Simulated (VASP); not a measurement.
Level of theory: PBEsol GGA, VASP's PBE PAW potentials (set 64) (plane waves; VASP 6.6.1).

A VASP calculation is set up with these files.

File POSCAR:
```
InN
1.0
  3.4085407264   0.0000000000   0.0000000000
 -1.7042703632   2.9518834418   0.0000000000
  0.0000000000   0.0000000000   5.4976346674
In N
2 2
Cart
 -0.0000017043   1.9679232785   5.4863732130
  1.7042720675   0.9839601633   2.7375558793
 -0.0000017043   1.9679232785   2.0728744546
  1.7042720675   0.9839601633   4.8216917883
```

### INCAR
```
SYSTEM  =  InN
PREC  =  Accurate; ENCUT  =  620; LREAL  =  .False.
LASPH  =  .True.
EDIFF  =  1E-6; NELM  =  100; ALGO  =  Normal
LMAXMIX  =  4
ISMEAR  =  0; SIGMA  =  0.05
GGA  =  PS
IBRION  =  2; NSW  =  40; ISIF  =  3
EDIFFG  =  -0.02; PSTRESS  =  200
LWAVE  =  .False.; LCHARG  =  .False.
```

File KPOINTS:
```
kpoints
0
gamma
8 8 4
```

POTCAR, in this order: In_d N (PBE.64 set). Program: vasp_std.

Output

**OSZICAR**
```
       N       E                     dE             d eps       ncg     rms          rms(c)
DAV:   1     0.371988147672E+03    0.37199E+03   -0.20367E+04  1320   0.267E+03
DAV:   2     0.223572840702E+02   -0.34963E+03   -0.34079E+03  1368   0.527E+02
DAV:   3    -0.255884489970E+02   -0.47946E+02   -0.47235E+02  1782   0.199E+02
DAV:   4    -0.272611228872E+02   -0.16727E+01   -0.16679E+01  1610   0.391E+01
DAV:   5    -0.273135012622E+02   -0.52378E-01   -0.52367E-01  1732   0.650E+00    0.159E+01
DAV:   6    -0.226778657468E+02    0.46356E+01   -0.17533E+01  2284   0.662E+01    0.115E+01
DAV:   7    -0.228444622454E+02   -0.16660E+00   -0.25215E+00  1362   0.126E+01    0.354E+00
DAV:   8    -0.227977324156E+02    0.46730E-01   -0.18297E-01  2146   0.613E+00    0.179E+00
DAV:   9    -0.227824648772E+02    0.15268E-01   -0.41562E-02  2124   0.337E+00    0.392E-01
DAV:  10    -0.227817840422E+02    0.68084E-03   -0.36223E-03  2100   0.910E-01    0.254E-01
DAV:  11    -0.227819967690E+02   -0.21273E-03   -0.37513E-03  2220   0.687E-01    0.116E-01
DAV:  12    -0.227818224539E+02    0.17432E-03   -0.88691E-04  2084   0.401E-01    0.446E-02
DAV:  13    -0.227818294383E+02   -0.69844E-05   -0.65500E-05  1514   0.655E-02    0.215E-02
DAV:  14    -0.227818302623E+02   -0.82404E-06   -0.19145E-06  1246   0.172E-02
   1 F= -.15876841E+02 E0= -.15876745E+02  d E =-.158768E+02
       N       E                     dE             d eps       ncg     rms          rms(c)
DAV:   1    -0.227696445523E+02    0.12185E-01   -0.45386E-02  1564   0.403E+00    0.292E-01
DAV:   2    -0.227687706504E+02    0.87390E-03   -0.41149E-03  1988   0.124E+00    0.805E-02
DAV:   3    -0.227686109600E+02    0.15969E-03   -0.44243E-04  1698   0.538E-01    0.433E-02
DAV:   4    -0.227686058963E+02    0.50637E-05   -0.11294E-04  2058   0.152E-01    0.262E-02
DAV:   5    -0.227686067296E+02   -0.83331E-06   -0.83785E-06  1446   0.286E-02
   2 F= -.15876836E+02 E0= -.15876747E+02  d E =0.578093E-05
       N       E                     dE             d eps       ncg     rms          rms(c)
DAV:   1    -0.227763811279E+02   -0.77752E-02   -0.14421E-02  1564   0.229E+00    0.174E-01
DAV:   2    -0.227761199600E+02    0.26117E-03   -0.12888E-03  1964   0.698E-01    0.477E-02
DAV:   3    -0.227760703144E+02    0.49646E-04   -0.14855E-04  1670   0.308E-01    0.204E-02
DAV:   4    -0.227760662158E+02    0.40986E-05   -0.34615E-05  2034   0.725E-02    0.132E-02
DAV:   5    -0.227760662551E+02   -0.39267E-07   -0.14755E-06   910   0.131E-02
   3 F= -.15876877E+02 E0= -.15876783E+02  d E =-.351928E-04
```

**OUTCAR**
```
------------------------ aborting loop because EDIFF is reached ----------------------------------------
  FORCE on cell =-STRESS in cart. coord.  units (eV):
  Direction    XX          YY          ZZ          XY          YZ          ZX
  --------------------------------------------------------------------------------------
  Total        6.9538421      6.9538450      6.8986589      0.0000000      0.0000000      0.0000000
  in kB      201.5843144    201.5843998    199.9846145      0.0000000      0.0000000      0.0000000
  external PRESSURE =       1.0511096 kB  Pullay stress =     200.0000000 kB
  volume of cell :       55.27
      direct lattice vectors                 reciprocal lattice vectors
     3.407888355  0.000000000  0.000000000     0.293436843  0.169415804  0.000000000
    -1.703944177  2.951318514 -0.000000000     0.000000000  0.338831609  0.000000000
     0.000000000  0.000000000  5.495120621    -0.000000000  0.000000000  0.181979627
 POSITION                                       TOTAL-FORCE (eV/Angst)
 -----------------------------------------------------------------------------------
     -0.00000      1.96755      5.48348        -0.000000      0.000000     -0.013667
      1.70395      0.98377      2.73592        -0.000000      0.000000     -0.013667
     -0.00000      1.96755      2.07231        -0.000000      0.000000      0.013667
      1.70395      0.98377      4.81987         0.000000      0.000000      0.013667
 -----------------------------------------------------------------------------------
    total drift:                               -0.001227      0.000708      0.000777
  FREE ENERGIE OF THE ION-ELECTRON SYSTEM (eV)
  ---------------------------------------------------
  free  energy   TOTEN  =       -22.7760662551 eV

  energy  without entropy=      -22.7758797055  energy(sigma->0) =      -22.77597298
  enthalpy is  TOTEN    =       -15.8768765979 eV   P V=        6.8991896572

 reached required accuracy - stopping structural energy minimisation
```
(Selected blocks of OUTCAR.)

**CONTCAR**
```
InN
   1.00000000000000
     3.4078883546869210    0.0000000000000000    0.0000000000000000
    -1.7039441773434605    2.9513185135716111   -0.0000000000000000
     0.0000000000000000    0.0000000000000000    5.4951206209296002
  In              N
     2     2
Direct
     0.3333330000000032    0.6666669999999968    0.9978810092446607
     0.6666669999999968    0.3333330000000032    0.4978810092446606
     0.3333330000000032    0.6666669999999968    0.3771189907553394
     0.6666669999999968    0.3333330000000032    0.8771189907553393
```

The structure was generated: InN was put into the wurtzite type (P6_3mc), which need not be its known phase. This run relaxes it under an external pressure of 20 GPa. Symmetry was kept, so distortions that lower it aren't found.
